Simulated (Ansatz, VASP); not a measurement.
**One calculation of Sb, two programs**

The input INCAR:

```
PREC     = Accurate       # precision mode
ENCUT    = 520            # plane-wave cutoff, eV
EDIFF    = 1E-6           # SCF threshold, eV
ISMEAR   = 0              # smearing method
SIGMA    = 0.15           # smearing width, eV
LREAL    = F              # projectors in reciprocal space
LASPH    = T              # aspherical terms in the spheres
NELM     = 60             # most SCF steps
ALGO     = Normal         # electronic algorithm
ISIF     = 2              # what is computed and relaxed
LWAVE    = F              # write WAVECAR
LCHARG   = T              # write CHGCAR
GGA      = PS             # functional
LELF     = T              # ELF
LVHAR    = T            
NBANDS   = 8              # bands
```

File KPOINTS:

```
regular mesh
0
Gamma
  16 16 16
```

Contents of POSCAR:

```
Sb
1.0
    3.0020000000      0.0000000000      0.0000000000
    0.0000000000      3.0020000000      0.0000000000
    0.0000000000      0.0000000000      3.1600000000
Sb
1
Direct
    0.0000000000      0.0000000000      0.0000000000
```

Input for Ansatz:

```yaml
crystal:
  lattice:
    - [3.002, 0.0, 0.0]
    - [0.0, 3.002, 0.0]
    - [0.0, 0.0, 3.16]
  atoms:
    - { symbol: Sb, position: [0.0, 0.0, 0.0] }
basis:
  ecutwfc: 420
kpoints:
  mp_grid: { grid: [16, 16, 16] }
hamiltonian:
  xc: pbesol
scf:
  occupations: { method: gaussian, width: 0.15 }
output:
  forces: true
  stress: true
  eigenvalues: true
```

Change from the starting cell: strain -0.050 along x and y, +0.000 along z, atoms carried along.

Alike in both runs: task single point; functional PBEsol; k mesh 16 × 16 × 16; occupations gaussian, width 0.15 eV; no spin polarisation.

|  | VASP | Ansatz |
| --- | --- | --- |
| version | VASP 6.6.1 | Ansatz 0.2.0 |
| potentials or method | VASP PAW PBE potentials, release 64 (Sb) | scalar-relativistic, plane waves, PAW |
| plane-wave cutoff (eV) | 520 | 420 |
| valence electrons in the cell | 5 | 15 |

Ansatz gave:

- gap on the k mesh at the Fermi level (eV): none
- pressure (GPa): 0.8
- largest component of the traceless stress (GPa): 4.50

What did VASP give for the same quantities?

gap on the k mesh at the Fermi level (eV): none; pressure (GPa): 1.0; largest component of the traceless stress (GPa): 4.56.

A gap of «none» marks a metal or a gap that the smearing closes. The functional is the same, so the differences come from potentials, cutoffs and numerics. The two sets of potentials don't hold the same shells in valence.

Caveats: the PAW data sets were made with another functional, which shifts forces and pressure a little (VASP). Spin-orbit coupling is left out, which matters for the levels of Sb.
